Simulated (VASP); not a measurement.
# Cu (Fm-3m) in VASP: a series of runs

Runs on Cu. Level: PBE. Tasks: relaxation of cell and atoms.

Program: VASP 6.6.1. These are calculated values, not measurements. Logs are shortened: lines on timing, memory, paths and dates and some standing lists are left out, and cuts for length are marked.

### Step 1. The structure

Symmetry: Fm-3m, No. 225, cubic system. The conventional cell has a = 3.615 Å, b = 3.615 Å, c = 3.615 Å, α = 90.00°, β = 90.00°, γ = 90.00°. Cu (site symmetry m-3m) is surrounded by 12 Cu at 2.56 Å.

### Step 2. Relaxation of cell and atoms, PBE

The input, INCAR:

```
PREC     = Accurate       # precision mode
ENCUT    = 520            # plane-wave cutoff, eV
EDIFF    = 1E-7           # SCF threshold, eV
ISMEAR   = 0              # smearing method
SIGMA    = 0.1            # smearing width, eV
LREAL    = False          # projectors in reciprocal space
LASPH    = True           # aspherical terms in the spheres
NELM     = 100            # most SCF steps
ALGO     = Fast           # electronic algorithm
ISIF     = 3              # what is computed and relaxed
LWAVE    = False          # write WAVECAR
LCHARG   = False          # write CHGCAR
GGA      = PE             # functional
IBRION   = 2              # ionic algorithm
NSW      = 80             # ionic steps
EDIFFG   = -0.002         # ionic threshold
```

The input, KPOINTS:

```
regular mesh
0
Gamma
  28 28 28
```

The input, POSCAR:

```
Cu
1.0
    0.0000000000      1.8075000000      1.8075000000
    1.8075000000      0.0000000000      1.8075000000
    1.8075000000      1.8075000000      0.0000000000
Cu
1
Direct
    0.0000000000      0.0000000000      0.0000000000
```

Potentials or basis: VASP PAW PBE potentials, release 64 (Cu).

The run is started by

```console
$ cat potpaw_PBE.64/Cu/POTCAR > POTCAR
$ mpirun -np 1 vasp_std > vasp.out
```

OUTCAR:

```text
PREC = Accurate
   ENCUT = 520
   EDIFF = 1E-7
   ISMEAR = 0
   LREAL = False
   LASPH = True
   NELM = 100
   ISIF = 3
   GGA = PE
   IBRION = 2
   NSW = 80
   EDIFFG = -0.002

 ion  position               nearest neighbor table
   1  0.000  0.000  0.000-

  LATTYP: Found a face centered cubic cell.
 ALAT       =     3.6150000000

  Lattice vectors:

 A1 = (   0.0000000000,   1.8075000000,   1.8075000000)
 A2 = (   1.8075000000,   0.0000000000,   1.8075000000)
 A3 = (   1.8075000000,   1.8075000000,   0.0000000000)

Analysis of symmetry for initial positions (statically):
=====================================================================
 Subroutine PRICEL returns:
 Original cell was already a primitive cell.

 Routine SETGRP: Setting up the symmetry group for a
 face centered cubic supercell.

 Subroutine GETGRP returns: Found 48 space group operations
 (whereof 48 operations were pure point group operations)
 out of a pool of 48 trial point group operations.

The static configuration has the point symmetry O_h .

Analysis of symmetry for dynamics (positions and initial velocities):
=====================================================================
 Subroutine PRICEL returns:
 Original cell was already a primitive cell.

 Routine SETGRP: Setting up the symmetry group for a
 face centered cubic supercell.

 Subroutine GETGRP returns: Found 48 space group operations
 (whereof 48 operations were pure point group operations)
 out of a pool of 48 trial point group operations.

The dynamic configuration has the point symmetry O_h .

 Subroutine INISYM returns: Found 48 space group operations
 (whereof 48 operations are pure point group operations),
 and found     1 'primitive' translations

----------------------------------------------------------------------------------------

                                     Primitive cell

  volume of cell :      11.8104

  direct lattice vectors                    reciprocal lattice vectors
     0.000000000  1.807500000  1.807500000    -0.276625173  0.276625173  0.276625173
     1.807500000  0.000000000  1.807500000     0.276625173 -0.276625173  0.276625173
     1.807500000  1.807500000  0.000000000     0.276625173  0.276625173 -0.276625173

  length of vectors
     2.556191014  2.556191014  2.556191014     0.479128854  0.479128854  0.479128854

  position of ions in fractional coordinates (direct lattice)
     0.000000000  0.000000000  0.000000000

  ion indices of the primitive-cell ions
   primitive index   ion index
                 1           1

----------------------------------------------------------------------------------------

 KPOINTS: regular mesh

Automatic generation of k-mesh.
 Grid dimensions read from file:
 generate k-points for:   28   28   28

 Generating k-lattice:

  Cartesian coordinates                     Fractional coordinates (reciprocal lattice)
    -0.009879470  0.009879470  0.009879470     0.035714286  0.000000000  0.000000000
     0.009879470 -0.009879470  0.009879470     0.000000000  0.035714286  0.000000000
     0.009879470  0.009879470 -0.009879470     0.000000000  0.000000000  0.035714286

  Length of vectors
     0.017111745  0.017111745  0.017111745

  Shift w.r.t. Gamma in fractional coordinates (k-lattice)
     0.000000000  0.000000000  0.000000000

 Subroutine IBZKPT returns following result:
 ===========================================

 Found    624 irreducible k-points:

 Following reciprocal coordinates:
            Coordinates               Weight
  0.000000  0.000000  0.000000      1.000000
  0.035714  0.000000  0.000000      8.000000
  0.071429  0.000000  0.000000      8.000000
  0.107143  0.000000  0.000000      8.000000
  0.142857  0.000000  0.000000      8.000000
  0.178571  0.000000  0.000000      8.000000
[... 16 lines left out ...]
  0.285714  0.035714  0.000000     24.000000
  0.321429  0.035714  0.000000     24.000000
 [... further k-points ...]
   k-points           NKPTS =    624   k-points in BZ     NKDIM =    624   number of bands    NBANDS=      9
   number of dos      NEDOS =    301   number of ions     NIONS =      1
   total plane-waves  NPLWV =   8000
   dimension x,y,z NGX =    20 NGY =   20 NGZ =   20
   dimension x,y,z NGXF=    40 NGYF=   40 NGZF=   40
   ions per type =               1
   NGX,Y,Z   is equivalent  to a cutoff of  13.01, 13.01, 13.01 a.u.
   NGXF,Y,Z  is equivalent  to a cutoff of  26.01, 26.01, 26.01 a.u.
 SYSTEM =  unknown system
   PREC   = accura    normal or accurate (medium, high low for compatibility)
   ISTART =      0    job   : 0-new  1-cont  2-samecut
   ICHARG =      2    charge: 1-file 2-atom 10-const
   ISPIN  =      1    spin polarized calculation?
   LNONCOLLINEAR =      F non collinear calculations
   LSORBIT =      F    spin-orbit coupling
   LASPH  =      T    aspherical Exc in radial PAW
   ENCUT  =  520.0 eV  38.22 Ry    6.18 a.u.   4.75  4.75  4.75*2*pi/ulx,y,z
   NELM   =    100;   NELMIN=  2; NELMDL= -5     # of ELM steps
   EDIFF  = 0.1E-06   stopping-criterion for ELM
   LREAL  =      F    real-space projection
   EDIFFG = -.2E-02   stopping-criterion for IOM
   NSW    =     80    number of steps for IOM
   IBRION =      2    ionic relax: 0-MD 1-quasi-New 2-CG
   NFREE  =      1    steps in history (QN), initial steepest desc. (CG)
   ISIF   =      3    stress and relaxation
   ISYM   =      2    0-nonsym 1-usesym 2-fastsym
   POTIM  = 0.5000    time-step for ionic-motion
   TEBEG  =    0.0;   TEEND  =   0.0 temperature during run
   PSTRESS=    0.0 pullay stress
   NELECT =      11.0000    total number of electrons
   NUPDOWN=      -1.0000    fix difference up-down
   EMIN   =  10.00;   EMAX   =-10.00  energy-range for DOS
   EFERMI =   0.00;   METHOD = LEGACY
   ISMEAR =     0;   SIGMA  =   0.10  broadening in eV -4-tet -1-fermi 0-gaus
   EFERMI_NEDOS =   21; number of points for ismear=-14 and -15
   IALGO  =     68    algorithm
   IMIX   =      4    mixing-type and parameters
     AMIX     =   0.40;   BMIX     =  1.00
     AMIX_MAG =   1.60;   BMIX_MAG =  1.00
  volume/ion in A,a.u.               =      11.81        79.70
  Fermi-wavevector in a.u.,A,eV,Ry     =   1.598763  3.021224 34.777078  2.556043
  Thomas-Fermi vector in A             =   2.696162
   LORBIT       =      0    0 simple, 1 ext, 2 COOP (PROOUT), +10 PAW based schemes
   GGA     = PE    functional components
   LHFCALC =     F    Hartree Fock is set to
   AEXX    =    0.0000 exact exchange contribution
   IVDW    =     0    specifies the selected vdW correction
   LEPSILON=     F    determine dielectric tensor
   LRPA    =     F    only Hartree local field effects (RPA)
 conjugate gradient relaxation of ions
 non-spin polarized calculation
 RMM-DIIS sequential band-by-band and
 Gauss-broadening in eV      SIGMA  =   0.10
  energy-cutoff  :      520.00
  volume of cell :       11.81
 maximum number of plane-waves:       332
   NGX =  9   NGY =  9   NGZ =  9

--------------------------------------- Ionic step        1  -------------------------------------------

 number of electron      11.0000001 magnetization

 Free energy of the ion-electron system (eV)
  ---------------------------------------------------
  ext. energy  EPLUGINS =         0.00000000
  ---------------------------------------------------
  free energy    TOTEN  =        -3.72769313 eV

  energy without entropy =       -3.72651568  energy(sigma->0) =       -3.72710440

------------------------ aborting loop because EDIFF is reached ----------------------------------------

  FORCE on cell =-STRESS in cart. coord.  units (eV):
  Direction    XX          YY          ZZ          XY          YZ          ZX
  --------------------------------------------------------------------------------------
  -------------------------------------------------------------------------------------
  Total        0.1860799      0.1860799      0.1860799     -0.0000000     -0.0000000      0.0000000
  in kB       25.2432444     25.2432444     25.2432444     -0.0000000     -0.0000000      0.0000000
  external PRESSURE =      25.2432444 kB  Pullay stress =       0.0000000 kB
[... 265 lines left out ...]
  energy  without entropy=       -3.7277552406  energy(sigma->0) =       -3.72835768

--------------------------------------- Ionic step        9  -------------------------------------------

 number of electron      10.9999996 magnetization

 Free energy of the ion-electron system (eV)
  ---------------------------------------------------
  ext. energy  EPLUGINS =         0.00000000
  ---------------------------------------------------
  free energy    TOTEN  =        -3.72896013 eV

  energy without entropy =       -3.72775524  energy(sigma->0) =       -3.72835768

 E-fermi :   7.4178     XC(G=0): -12.6386

 val. band max:        7.4143708656   @ k =   0.5000   0.2857   0.1071
 cond. band min:       7.4691580888   @ k =   0.5000   0.3571   0.1429
 fundamental gap:      0.0547872231
 Fermi energy:         7.4177851814

 k-point     1 :       0.0000    0.0000    0.0000
  band No.  band energies     occupation
      1      -1.8370      2.00000
      2       4.4178      2.00000
      3       4.4178      2.00000
      4       4.4178      2.00000
      5       5.2206      2.00000
      6       5.2206      2.00000
      7      29.8734      0.00000
      8      32.4008      0.00000
      9      32.4008      0.00000
[... 265 lines left out ...]
 k-point    24 :       0.3214    0.0357    0.0000
  band No.  band energies     occupation
      1       1.2027      2.00000
      2       4.2576      2.00000
      3       4.5113      2.00000
      4       4.5380      2.00000
      5       5.4273      2.00000
      6       5.5064      2.00000
      7      16.9844      0.00000
      8      28.5509      0.00000
      9      28.7900      0.00000

 [... further k-points ...]

------------------------ aborting loop because EDIFF is reached ----------------------------------------

  FORCE on cell =-STRESS in cart. coord.  units (eV):
  Direction    XX          YY          ZZ          XY          YZ          ZX
  --------------------------------------------------------------------------------------
  -------------------------------------------------------------------------------------
  Total        0.0010690      0.0010690      0.0010690     -0.0000000     -0.0000000      0.0000000
  in kB        0.1428457      0.1428457      0.1428457     -0.0000000     -0.0000000      0.0000000
  external PRESSURE =       0.1428457 kB  Pullay stress =       0.0000000 kB
[... 16 lines left out ...]
  FREE ENERGIE OF THE ION-ELECTRON SYSTEM (eV)
  ---------------------------------------------------
  free  energy   TOTEN  =        -3.7289601285 eV

  energy  without entropy=       -3.7277552393  energy(sigma->0) =       -3.72835768

 reached required accuracy - stopping structural energy minimisation
```

Wall time 1.7 min (1 thread of Intel Xeon 6975P-C (Granite Rapids), shared host); peak memory 0.2 GiB.

What came out:

* Free energy: -3.7290 eV
* Relaxed volume: 11.99 Å³/atom
* Relaxed cell: a = 2.569 Å, b = 2.569 Å, c = 2.569 Å, α = 60.00°, β = 60.00°, γ = 60.00°
* Space group after relaxing (to 0.05 Å): Fm-3m (No. 225)
* Energy gained by relaxing: 1.3 meV/atom
* Ionic steps: 9
* Pressure after relaxing: 0.0 GPa
* Band gap on the k mesh: none (metal or under the smearing width)

Step by step:
| step | energy change (eV) | largest force (eV/Å) | pressure (GPa) | volume (Å³) |
| --- | --- | --- | --- | --- |
| 1 | 0.0000 | 0.0000 | 2.52 | 11.81 |
| 2 | -0.0006 | 0.0000 | -1.91 | 12.13 |
| 3 | -0.0013 | 0.0000 | -0.03 | 11.99 |
| 4 | -0.0013 | 0.0000 | 0.19 | 11.99 |
| 5 | -0.0013 | 0.0000 | -0.19 | 11.99 |
| 6 | -0.0013 | 0.0000 | 0.15 | 11.99 |
| 7 | -0.0013 | 0.0000 | -0.15 | 11.99 |
| 8 | -0.0013 | 0.0000 | 0.13 | 11.99 |
| 9 | -0.0013 | 0.0000 | 0.01 | 11.99 |

Final structure:
```
Cu
1.0
     0.00000    1.81660    1.81660
     1.81660    0.00000    1.81660
     1.81660    1.81660    0.00000
Cu
1
Direct
  0.00000 0.00000 0.00000
```

PBE usually gives volumes a little too large and moduli too small. Zero-point motion and thermal expansion aren't in these numbers.

### Step 3. Relaxation of cell and atoms, PBE

This run uses another cell than the first one, of 11.99 Å³/atom, 1.015 times its volume.

INCAR is that of step 2.

KPOINTS is that of step 2.

The input, POSCAR:

```
Cu                                      
1.0
    0.0000000000      1.8166048972      1.8166048972
    1.8166048972     -0.0000000000      1.8166048972
    1.8166048972      1.8166048972      0.0000000000
  Cu            
     1
Direct
     0.0000000000000000    0.0000000000000000    0.0000000000000000
```

Potentials or basis: VASP PAW PBE potentials, release 64 (Cu).

The run is started by

```console
$ cat potpaw_PBE.64/Cu/POTCAR > POTCAR
$ mpirun -np 1 vasp_std > vasp.out
```

Wall time 1.9 min (1 thread of Intel Xeon 6975P-C (Granite Rapids), shared host); peak memory 0.2 GiB.

The run converged. Its results:

- Free energy: -3.7291 eV
- Relaxed volume: 12.00 Å³/atom
- Relaxed cell: a = 2.570 Å, b = 2.570 Å, c = 2.570 Å, α = 60.00°, β = 60.00°, γ = 60.00°
- Space group after relaxing (to 0.05 Å): Fm-3m (No. 225)
- Energy gained by relaxing: 0.0 meV/atom
- Ionic steps: 9
- Pressure after relaxing: 0.0 GPa
- Band gap on the k mesh: none (metal or under the smearing width)

Final structure:
```yaml
crystal:
  lattice:
    - [0.00000, 1.81692, 1.81692]
    - [1.81692, 0.00000, 1.81692]
    - [1.81692, 1.81692, 0.00000]
  atoms:
    - { symbol: Cu, position: [0.00000, 0.00000, 0.00000] }
```

Levels at points of the mesh, in eV from the Fermi level:
| k point | band 2 | band 3 | band 4 | band 5 | band 6 | band 7 | band 8 | band 9 |
| --- | --- | --- | --- | --- | --- | --- | --- | --- |
| (0.00, 0.00, 0.00) | -3.00 | -3.00 | -3.00 | -2.20 | -2.20 | 22.45 | 24.97 | 24.97 |
| (0.50, 0.00, 0.00) | -3.03 | -3.03 | -1.64 | -1.64 | -0.97 | 3.66 | 20.95 | 21.81 |
| (0.50, 0.50, 0.00) | -4.36 | -1.66 | -1.50 | -1.50 | 1.49 | 6.99 | 12.94 | 12.94 |
